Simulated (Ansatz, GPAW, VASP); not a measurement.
## Y: 3 runs at one level of theory

```
Y
1.0
     3.64740    0.00000    0.00000
    -1.82370    3.15874    0.00000
     0.00000    0.00000    5.73060
Y
2
Direct
  0.66667 0.33333 0.75000
  0.33333 0.66667 0.25000
```

Alike in all runs: task band structure; functional LDA; k mesh 8 × 8 × 5; occupations fermi-dirac, width 0.05 eV; no spin polarisation; no spin-orbit coupling. LDA stands for any of its common fits. Pressure is positive in compression and, in plane waves, holds the error of the finite cutoff.

```csv
program and potentials,plane-wave cutoff (eV),notes,band gap (eV),pressure (GPa)
"GPAW, the program's PAW data sets (release 1.2.1) made for this functional",600,-,no gap,-3.84
"Ansatz, all-electron LAPW, scalar-relativistic",-,-,no gap,-3.77
"VASP, LDA PAW files Y_sv, 520 eV",520,-,no gap,-3.87
```

None finds a gap. The pressure spans -3.87 (VASP, LDA PAW files Y_sv, 520 eV) to -3.77 GPa (Ansatz, all-electron LAPW, scalar-relativistic), with all-electron results at -3.77.

The functional is the same throughout but for its coding, so the spread measures potentials, basis and numerics; runs on potential files found faulty are left out.
